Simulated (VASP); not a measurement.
# FeO (C2/m) in VASP: reference runs

Reference runs on FeO: the cell as given and a disturbed copy.

Everything below comes from runs of VASP 6.6.1. Logs are shortened: lines on timing, memory, paths and dates and some standing lists are left out, and cuts for length are marked.

**1. The structure**

It takes space group C2/m (No. 12, monoclinic). Conventional cell: a = 5.365 Å, b = 3.049 Å, c = 5.275 Å, α = 90.00°, β = 92.55°, γ = 90.00°. Around Fe (site symmetry 2/m) lie 6 O at 2.17 to 2.21 Å. Fe (site symmetry 2/m) is surrounded by 6 O at 2.19 to 2.30 Å. O (site symmetry m) has 6 Fe at 2.17 to 2.30 Å as nearest neighbours.

The cell comes from a database or a generator and needn't be the stable form of this composition.

**2. Single point, PBE, collinear spin, ferromagnetic start**

Contents of INCAR:

```
SYSTEM = FeO
PREC = Accurate
ENCUT = 520
EDIFF = 1E-7
ISMEAR = -1
SIGMA = 0.05
LREAL = .False.
LASPH = .True.
NELM = 150
ALGO = Normal
ISIF = 2
LWAVE = .False.
LCHARG = .False.
ISPIN = 2
MAGMOM = 3 3 0 0
LORBIT = 11
LMAXMIX = 4
GGA = PE
NBANDS = 26
```

Contents of KPOINTS:

```
Automatic mesh
0
Gamma
  10 10 5
  0 0 0
```

Contents of POSCAR:

```
FeO
1.0
    2.6823620000     -1.5244300000      0.0000000000
    2.6823620000      1.5244300000      0.0000000000
   -0.2343110000      0.0000000000      5.2694490000
Fe O
2 2
Direct
    0.0000000000      0.0000000000      0.5000000000
    0.0000000000      0.0000000000      0.0000000000
    0.3354670000      0.3354670000      0.7442990000
    0.6645330000      0.6645330000      0.2557010000
```

Potentials or basis: VASP PAW PBE potentials, release 64 (Fe, O).

Run with:

```bash
$ cat potpaw_PBE.64/Fe/POTCAR potpaw_PBE.64/O/POTCAR > POTCAR
$ mpirun -np 1 vasp_std > vasp.out
```

OUTCAR:

```text
SYSTEM = FeO
   PREC = Accurate
   ENCUT = 520
   EDIFF = 1E-7
   ISMEAR = -1
   LREAL = .False.
   LASPH = .True.
   NELM = 150
   ISIF = 2
   ISPIN = 2
   LORBIT = 11
   GGA = PE

 ion  position               nearest neighbor table
   1  0.000  0.000  0.500-   3 2.17   4 2.17   4 2.21   4 2.21   3 2.21   3 2.21   2 2.64   2 2.64

   2  0.000  0.000  0.000-   4 2.19   4 2.19   3 2.19   3 2.19   3 2.30   4 2.30   1 2.64   1 2.64

   3  0.335  0.335  0.744-   1 2.17   2 2.19   2 2.19   1 2.21   1 2.21   2 2.30
   4  0.665  0.665  0.256-   1 2.17   2 2.19   2 2.19   1 2.21   1 2.21   2 2.30

  LATTYP: Found a base centered monoclinic cell.
 ALAT       =     5.3647240000
 B/A-ratio  =     0.5683162824
 C/A-ratio  =     0.9832110388
 COS(beta)  =    -0.0444220450

  Lattice vectors:

 A1 = (   2.6823620000,  -1.5244300000,   0.0000000000)
 A2 = (   2.6823620000,   1.5244300000,   0.0000000000)
 A3 = (  -0.2343110000,   0.0000000000,   5.2694490000)

Analysis of symmetry for initial positions (statically):
=====================================================================
 Subroutine PRICEL returns:
 Original cell was already a primitive cell.

 Routine SETGRP: Setting up the symmetry group for a
 base centered monoclinic supercell.

 Subroutine GETGRP returns: Found  4 space group operations
 (whereof  4 operations were pure point group operations)
 out of a pool of  4 trial point group operations.

The static configuration has the point symmetry C_2h.

Analysis of symmetry for dynamics (positions and initial velocities):
=====================================================================
 Subroutine PRICEL returns:
 Original cell was already a primitive cell.

 Routine SETGRP: Setting up the symmetry group for a
 base centered monoclinic supercell.

 Subroutine GETGRP returns: Found  4 space group operations
 (whereof  4 operations were pure point group operations)
 out of a pool of  4 trial point group operations.

The dynamic configuration has the point symmetry C_2h.

Analysis of structural, dynamic, and magnetic symmetry:
=====================================================================
 Subroutine PRICEL returns:
 Original cell was already a primitive cell.

 Routine SETGRP: Setting up the symmetry group for a
 base centered monoclinic supercell.

 Subroutine GETGRP returns: Found  4 space group operations
 (whereof  4 operations were pure point group operations)
 out of a pool of  4 trial point group operations.
[... 125 lines left out ...]
     AMIX_MAG =   1.60;   BMIX_MAG =  1.00
  volume/ion in A,a.u.               =      10.77        72.70
  Fermi-wavevector in a.u.,A,eV,Ry     =   1.417928  2.679495 27.354779  2.010520
  Thomas-Fermi vector in A             =   2.539107
   LORBIT       =     11    0 simple, 1 ext, 2 COOP (PROOUT), +10 PAW based schemes
   GGA     = PE    functional components
   LHFCALC =     F    Hartree Fock is set to
   AEXX    =    0.0000 exact exchange contribution
   IVDW    =     0    specifies the selected vdW correction
   LEPSILON=     F    determine dielectric tensor
   LRPA    =     F    only Hartree local field effects (RPA)
 spin polarized calculation
  energy-cutoff  :      520.00
  volume of cell :       43.09
 maximum number of plane-waves:      1172
   NGX = 11   NGY = 11   NGZ = 19

 number of electron      28.0000022 magnetization       8.0028201

 Free energy of the ion-electron system (eV)
  ---------------------------------------------------
  ext. energy  EPLUGINS =         0.00000000
  ---------------------------------------------------
  free energy    TOTEN  =       -29.66654969 eV

  energy without entropy =      -29.63520005  energy(sigma->0) =      -29.65087487

 E-fermi :   5.1647     XC(G=0): -11.7271

 val. band max:        5.1633855635   @ k =   0.2000   0.0000   0.2000
 cond. band min:       5.1667607534   @ k =  -0.4000   0.2000   0.2000
 fundamental gap:      0.0033751899
 Fermi energy:         5.1647239442

 spin component 1

 k-point     1 :       0.0000    0.0000    0.0000
  band No.  band energies     occupation
      1     -14.7956      1.00000
      2     -13.8825      1.00000
      3      -2.8321      1.00000
      4      -0.7736      1.00000
      5      -0.7533      1.00000
      6       0.6843      1.00000
[... 685 lines left out ...]
     25      17.5834      0.00000
     26      19.9151      0.00000

 [... further k-points ...]

 spin component 2

 k-point     1 :       0.0000    0.0000    0.0000
  band No.  band energies     occupation
      1     -14.2417      1.00000
      2     -13.3152      1.00000
      3      -2.1042      1.00000
      4       0.8037      1.00000
      5       0.8375      1.00000
      6       2.1497      1.00000
[... 685 lines left out ...]
     25      18.6020      0.00000
     26      20.9022      0.00000

 [... further k-points ...]
[... 5 lines left out ...]
  --------------------------------------------------------------------------------------
  -------------------------------------------------------------------------------------
  Total       -3.0931552     -2.9287419     -1.9181174      0.0000000      0.0000000      0.1513867
  in kB     -114.9985098   -108.8858915    -71.3125039      0.0000000      0.0000000      5.6283137
  external PRESSURE =     -98.3989684 kB  Pullay stress =       0.0000000 kB

 VOLUME and BASIS-vectors are now :
 -----------------------------------------------------------------------------
  energy-cutoff  :      520.00
  volume of cell :       43.09
      direct lattice vectors                 reciprocal lattice vectors
     2.682362000 -1.524430000  0.000000000     0.186402879 -0.327991446  0.008288579
     2.682362000  1.524430000  0.000000000     0.186402879  0.327991446  0.008288579
    -0.234311000  0.000000000  5.269449000     0.000000000  0.000000000  0.189773162

 POSITION                                       TOTAL-FORCE (eV/Angst)
 -----------------------------------------------------------------------------------
     -0.11716      0.00000      2.63472         0.000000      0.000000      0.000000
      0.00000      0.00000      0.00000         0.000000     -0.000000      0.000000
      1.62529      0.00000      3.92205        -0.012925     -0.000000      0.185897
      3.50512      0.00000      1.34740         0.012925     -0.000000     -0.185897
 -----------------------------------------------------------------------------------
    total drift:                                0.000000     -0.000000     -0.000000

  FREE ENERGIE OF THE ION-ELECTRON SYSTEM (eV)
  ---------------------------------------------------
  free  energy   TOTEN  =       -29.6665496852 eV

  energy  without entropy=      -29.6352000524  energy(sigma->0) =      -29.65087487

 total charge

# of ion       s       p       d       tot
------------------------------------------
    1        0.289   0.348   6.059   6.695
    2        0.278   0.323   6.071   6.672
    3        1.557   3.391   0.000   4.948
    4        1.557   3.391   0.000   4.948
--------------------------------------------------
tot          3.681   7.453  12.130  23.264

 magnetization (x)

# of ion       s       p       d       tot
------------------------------------------
    1        0.020   0.017   3.571   3.609
    2        0.022   0.016   3.531   3.569
    3        0.028   0.286   0.000   0.315
    4        0.028   0.286   0.000   0.315
--------------------------------------------------
tot          0.099   0.606   7.102   7.808
```

stdout:

```text
POSCAR found type information on POSCAR FeO
 POSCAR found :  2 types and       4 ions
 scaLAPACK will be used
 LDA part: xc-table for (Slater+PW92), standard interpolation
 POSCAR, INCAR and KPOINTS ok, starting setup
 FFT: planning ... GRIDC
 FFT: planning ... GRID_SOFT
 FFT: planning ... GRID
 WAVECAR not read
 entering main loop
```

Run time: 4.6 min. Hardware: 1 thread of Intel Xeon Platinum 8259CL at 2.50GHz (Skylake/Cascade Lake), shared host; peak memory 0.33 GiB.

Results:

```
Free energy                                           : -29.6665 eV
Pressure                                              : -9.8 GPa
Largest force                                         : 0.186 eV/Å
Band gap on the k mesh                                : none (metal or under the smearing width)
Net moment                                            : 8.00 μB per cell
Site moments                                          : Fe +3.61, +3.57; O +0.32 μB
Valence electrons inside the program's atomic spheres : Fe 6.70, 6.67; O 4.95
```

Forces on the atoms (eV/Å):
```
Fe   0.000  0.000  0.000
Fe   0.000  0.000  0.000
O   -0.013  0.000  0.186
O    0.013  0.000 -0.186
```

Stress tensor (GPa, compression positive):
```
-11.50   0.00   0.56
  0.00 -10.89   0.00
  0.56   0.00  -7.13
```

Levels at points of the mesh, in eV from the Fermi level:
Spin up:
```
           k point  band 15  band 16  band 17  band 18  band 19  band 20  band 21  band 22
(0.00, 0.00, 0.00)    -2.75    -1.70    -0.54    -0.45    -0.05     4.48     7.52    13.05
(0.50, 0.00, 0.00)    -2.25    -2.14    -0.57    -0.42     4.73     6.62     7.29     8.47
(0.50, 0.50, 0.00)    -2.33    -2.12    -0.63    -0.39     4.82     6.61     7.24     8.14
```
Spin down:
| k point | band 6 | band 7 | band 8 | band 9 | band 10 | band 11 | band 12 | band 13 | band 14 | band 15 |
| --- | --- | --- | --- | --- | --- | --- | --- | --- | --- | --- |
| (0.00, 0.00, 0.00) | -3.02 | -2.70 | -2.67 | -1.72 | -0.34 | -0.27 | -0.19 | -0.04 | 0.70 | 1.10 |
| (0.50, 0.00, 0.00) | -4.81 | -4.50 | -3.72 | -1.65 | -0.11 | 0.52 | 0.62 | 0.86 | 1.02 | 1.14 |
| (0.50, 0.50, 0.00) | -4.82 | -4.45 | -3.64 | -1.65 | -0.11 | 0.54 | 0.63 | 0.87 | 1.04 | 1.05 |

Caveat: semilocal functionals often make such compounds metallic where correlation or magnetic order opens a gap, which also shifts bond lengths; only a ferromagnetic start was run, and an antiferromagnetic order may lie lower in energy. With open d or f shells a metallic result of PBE can be an artefact of self-interaction; +U or a hybrid may open a gap.

**3. Single point, PBE, collinear spin, ferromagnetic start (atoms moved at random, drawn with an rms of 0.05 Å)**

Contents of INCAR:

```
SYSTEM = FeO
PREC = Accurate
ENCUT = 520
EDIFF = 1E-7
ISMEAR = -1
SIGMA = 0.05
LREAL = .FALSE.
LASPH = .TRUE.
NELM = 120
ALGO = Normal
ISIF = 2
LWAVE = .FALSE.
LCHARG = .FALSE.
ISPIN = 2
MAGMOM = 3 3 0 0
LORBIT = 11
LMAXMIX = 4
GGA = PE
NBANDS = 26
```

Contents of KPOINTS:

```
regular mesh
0
G
  10 10 5
  0 0 0
```

Contents of POSCAR:

```
FeO
1.0
    2.6823620000     -1.5244300000      0.0000000000
    2.6823620000      1.5244300000      0.0000000000
   -0.2343110000      0.0000000000      5.2694490000
Fe O
2 2
Direct
    0.0064100000      0.0015460000      0.4880000000
   -0.0041500000      0.0174200000     -0.0049380000
    0.3384230000      0.3567830000      0.7467680000
    0.6569050000      0.6717470000      0.2573470000
```

Potentials or basis: VASP PAW PBE potentials, release 64 (Fe, O).

Run with:

```bash
$ cat potpaw_PBE.64/Fe/POTCAR potpaw_PBE.64/O/POTCAR > POTCAR
$ mpirun -np 1 vasp_std > vasp.out
```

OUTCAR:

```text
SYSTEM = FeO
   PREC = Accurate
   ENCUT = 520
   EDIFF = 1E-7
   ISMEAR = -1
   LREAL = .FALSE.
   LASPH = .TRUE.
   NELM = 120
   ISIF = 2
   ISPIN = 2
   LORBIT = 11
   GGA = PE

 ion  position               nearest neighbor table
   1  0.006  0.002  0.488-   4 2.13   4 2.15   4 2.17   3 2.21   3 2.24   3 2.26   2 2.60   2 2.67

   2  0.996  0.017  0.995-   3 2.16   3 2.16   4 2.20   4 2.21   3 2.30   4 2.35   1 2.60   1 2.67

   3  0.338  0.357  0.747-   2 2.16   2 2.16   1 2.21   1 2.24   1 2.26   2 2.30
   4  0.657  0.672  0.257-   1 2.13   1 2.15   1 2.17   2 2.20   2 2.21   2 2.35

  LATTYP: Found a base centered monoclinic cell.
 ALAT       =     5.3647240000
 B/A-ratio  =     0.5683162824
 C/A-ratio  =     0.9832110388
[... 1624 lines left out ...]
    -0.234311000  0.000000000  5.269449000     0.000000000  0.000000000  0.189773162

 POSITION                                       TOTAL-FORCE (eV/Angst)
 -----------------------------------------------------------------------------------
     -0.09300     -0.00741      2.57149         0.006975      0.081794      0.358688
      2.48480     -1.49155      5.24343         0.044659     -0.013971     -0.210416
      1.68982      0.02799      3.93506        -0.112652     -0.021863      0.086567
      3.50363      0.02263      1.35608         0.061018     -0.045960     -0.234838
 -----------------------------------------------------------------------------------
    total drift:                               -0.000288      0.000053     -0.000155

  FREE ENERGIE OF THE ION-ELECTRON SYSTEM (eV)
  ---------------------------------------------------
  free  energy   TOTEN  =       -29.6531802455 eV

  energy  without entropy=      -29.6223276064  energy(sigma->0) =      -29.63775393

 total charge

# of ion       s       p       d       tot
------------------------------------------
    1        0.289   0.349   6.062   6.700
    2        0.281   0.327   6.072   6.680
    3        1.557   3.386   0.000   4.944
    4        1.557   3.399   0.000   4.956
--------------------------------------------------
tot          3.684   7.461  12.134  23.279

 magnetization (x)

# of ion       s       p       d       tot
------------------------------------------
    1        0.020   0.018   3.567   3.605
    2        0.022   0.017   3.530   3.569
    3        0.028   0.286   0.000   0.314
    4        0.029   0.288   0.000   0.316
--------------------------------------------------
tot          0.099   0.608   7.097   7.805
```

OSZICAR:

```text
N       E                     dE             d eps       ncg     rms          rms(c)
DAV:   1     0.234872441415E+03    0.23487E+03   -0.13190E+04 26896   0.129E+03
DAV:   2    -0.837634526368E+01   -0.24325E+03   -0.21837E+03 26976   0.301E+02
[... 12 lines left out ...]
DAV:  15    -0.296531857252E+02   -0.10594E-04   -0.35249E-04 39220   0.191E-01    0.575E-02
DAV:  16    -0.296531828721E+02    0.28531E-05   -0.11721E-04 38532   0.995E-02    0.237E-02
DAV:  17    -0.296531808607E+02    0.20114E-05   -0.10935E-05 38218   0.378E-02    0.155E-02
DAV:  18    -0.296531796975E+02    0.11632E-05   -0.14618E-05 39352   0.408E-02    0.996E-03
DAV:  19    -0.296531801391E+02   -0.44165E-06   -0.59854E-06 37756   0.216E-02    0.607E-03
DAV:  20    -0.296531802130E+02   -0.73854E-07   -0.16217E-06 30410   0.144E-02    0.267E-03
DAV:  21    -0.296531802455E+02   -0.32495E-07   -0.30427E-07 16064   0.559E-03
   1 F= -.29653180E+02 E0= -.29637754E+02  d E =-.308526E-01  mag=     8.0026
```

Wall time 8.4 min (1 thread of Intel Xeon Platinum 8259CL at 2.50GHz (Skylake/Cascade Lake), shared host); peak memory 0.47 GiB.

Results:

| Property | Result |
| --- | --- |
| Free energy | -29.6532 eV |
| Pressure | -9.4 GPa |
| Largest force | 0.368 eV/Å |
| Band gap on the k mesh | none (metal or under the smearing width) |
| Net moment | 8.00 μB per cell |
| Site moments | Fe +3.60, +3.57; O +0.31, +0.32 μB |
| Valence electrons inside the program's atomic spheres | Fe 6.70, 6.68; O 4.94, 4.96 |

Forces on the atoms (eV/Å):
```
Fe   0.007  0.082  0.359
Fe   0.045 -0.014 -0.210
O   -0.113 -0.022  0.087
O    0.061 -0.046 -0.235
```

Caveat: semilocal functionals often make such compounds metallic where correlation or magnetic order opens a gap, which also shifts bond lengths; only a ferromagnetic start was run, and an antiferromagnetic order may lie lower in energy.
